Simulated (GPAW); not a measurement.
## Ge in GPAW: convergence with k mesh

Input of the first run (k mesh 3 × 3 × 2); the others differ in this setting and in those tied to it:

Contents of run.py:

```python
from ase.dft.bandgap import bandgap
from ase.io import read, write
from ase.units import GPa
from gpaw import GPAW, PW

atoms = read('POSCAR')

calc = GPAW(mode=PW(600),
            xc='PBE',
            kpts={'size': (3, 3, 2), 'gamma': True},
            occupations={'name': 'fermi-dirac', 'width': 0.05},
            nbands=8,
            convergence={'density': 1e-05, 'energy': 1e-05},
            maxiter=100,
            txt='gpaw.txt')
atoms.calc = calc
energy = atoms.get_potential_energy()
forces = atoms.get_forces()
stress = atoms.get_stress()
calc.write('gs.gpw')
write('result.traj', atoms)
print(f'Energy: {energy:.6f} eV')
print('Forces (eV/A):')
print(forces.round(4))
print('Stress (GPa):', (stress / GPa).round(3))
print('Fermi level:', round(calc.get_fermi_level(), 4), 'eV')
print(f'Gap: {bandgap(calc)[0]:.4f} eV, direct: {bandgap(calc, direct=True)[0]:.4f} eV')
```

POSCAR

```
Ge
1.0
    1.3971490000     -2.6005160000      0.0000000000
    1.3971490000      2.6005160000      0.0000000000
    0.0000000000      0.0000000000      2.6982310000
Ge
1
Direct
    0.5000000000      0.5000000000      0.0000000000
```

Potentials or basis: GPAW PAW data sets (gpaw-data 1.2.1), pw.

Command:

```bash
$ OMP_NUM_THREADS=1 python run.py
```

This isn't the form of Ge at room conditions, which is diamond.

Hardware: 1 thread of Arm Neoverse V1, on a shared host.

| k mesh | energy less the tightest run, at zero smearing (meV/atom) | pressure (GPa) | SCF cycles | CPU time (s) | peak memory (GiB) |
| --- | --- | --- | --- | --- | --- |
| 3 × 3 × 2 | -462.12 | 0.42 | 8 | 1.9 | 0.12 |
| 4 × 4 × 3 | 319.85 | -2.29 | 8 | 2.4 | 0.12 |
| 5 × 5 × 4 | 99.89 | 2.55 | 8 | 3.5 | 0.12 |
| 6 × 6 × 5 | 13.74 | 0.90 | 8 | 4.4 | 0.12 |
| 7 × 7 × 6 | -44.75 | -2.15 | 8 | 6.4 | 0.13 |
| 8 × 8 × 7 | 8.10 | -0.89 | 8 | 8.2 | 0.13 |
| 10 × 10 × 9 | -14.49 | -0.64 | 8 | 14 | 0.15 |
| 12 × 12 × 11 | 2.46 | -0.99 | 8 | 23 | 0.17 |
| 14 × 14 × 13 | 0.00 | -0.92 | 8 | 35 | 0.19 |

Against the tightest run, the pressure stays within 0.1 GPa from 12 × 12 × 11 on. Not settled before the last step: the energy (to 1 meV/atom). Meshes of other sizes hit other points, so gaps and Fermi surfaces needn't settle smoothly. The tightest run that finished is the yardstick and may itself not be fully converged.
